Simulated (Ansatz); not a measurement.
## What strain does to GaN (F-43m)

GaN (F-43m) from a database of computed structures, relaxed with r2SCAN in the PAW code Ansatz. Space group F-43m (No. 216), cubic; a = 4.498 Å in the conventional setting, 11.37 Å³ an atom. Ga has 4 N at 1.95 Å; N has 4 Ga at 1.95 Å.

The axes x, y and z are those of this cell:
```
Ga N
1.0
     0.00000    2.24895    2.24895
     2.24895    0.00000    2.24895
     2.24895    2.24895    0.00000
Ga N
1 1
Cartesian
  0.0000 0.0000 0.0000
  3.3734 3.3734 3.3734
```

Unstrained: The PBE gap is direct at Γ: 1.756 eV. The r2SCAN gap is direct at Γ: 2.168 eV. The HSE06 gap is direct at Γ: 3.005 eV. Meshes: PBE 10×10×10, r2SCAN 10×10×10, HSE06 6×6×6. Strains are changes of length per length, and xy shears are angles. After each strain the atoms were relaxed again with r2SCAN within the symmetry that the strain leaves, so tilts or polar shifts that break it weren't tested; points keep the names that they have in the unstrained zone. (Simulation; spin polarisation is off.)

Changes of the least gap in eV (an overlap counts as a negative gap):
```tsv
strain	volume change (%)	space group	PBE	r2SCAN	HSE06	G0W0@PBE (mesh)	energy rise, r2SCAN (meV/atom)
uniaxial +4.82 % along z	+4.8	I-4m2	-0.388	-0.403	-0.435	-0.51	22.8
uniaxial -0.86 % along x	-0.9	I-4m2	+0.027	+0.032	+0.037	+0.05	0.7
isotropic -4.29 % on every length	-12.3	F-43m	+0.837	+0.881	+0.963	+1.09	133.5
xy shear, engineering strain (angle) -2.41 %	0.0	Imm2	-0.092	-0.092	-0.089	-0.10	3.3
```
Unstrained, G0W0@PBE with 94 empty bands, a screening cutoff of 150 eV and a 6×6×6 mesh gives 2.86 eV on its mesh; the band count follows the volume. No extrapolation in bands, cutoff or mesh was made for G0W0.

Uniaxial +4.82 % along z, other directions held. HSE06: the gap goes from 3.005 to 2.570 eV (-0.435 eV); with r2SCAN the top three valence levels at Γ, degenerate before, become 2+1 from the top over 235 meV. Stress change with r2SCAN, compression positive: xx -6.14, yy -6.14, zz -13.16 GPa.

Uniaxial -0.86 % along x, other directions held. HSE06: the gap goes from 3.005 to 3.042 eV (+0.037 eV); with r2SCAN the top three valence levels at Γ, degenerate before, become 1+2 from the top over 40 meV. Stress change with r2SCAN, compression positive: xx +2.46, yy +1.35, zz +1.35 GPa.

Isotropic -4.29 % on every length. HSE06: the gap goes from 3.005 to 3.968 eV (+0.963 eV). Stress change with r2SCAN, compression positive: xx +34.25, yy +34.25, zz +34.25 GPa. For HSE06, dE_g/d ln V = -7.3 eV over this step.

Xy shear, engineering strain (angle) -2.41 %. HSE06: the gap goes from 3.005 to 2.916 eV (-0.089 eV); with r2SCAN the top three valence levels at Γ, degenerate before, become 1+1+1 from the top over 158 meV. Stress change with r2SCAN, compression positive: xx +0.06, yy +0.06, zz -0.01, xy +3.90 GPa.

The meshes of the hybrids are coarse, so their gaps aren't converged to the digits shown.

The splittings at Γ are without spin-orbit coupling, which regroups them where it is of like size or larger.

With a shallow d shell on the cation, G0W0 converges slowly in bands and cutoff, so these values are in doubt.
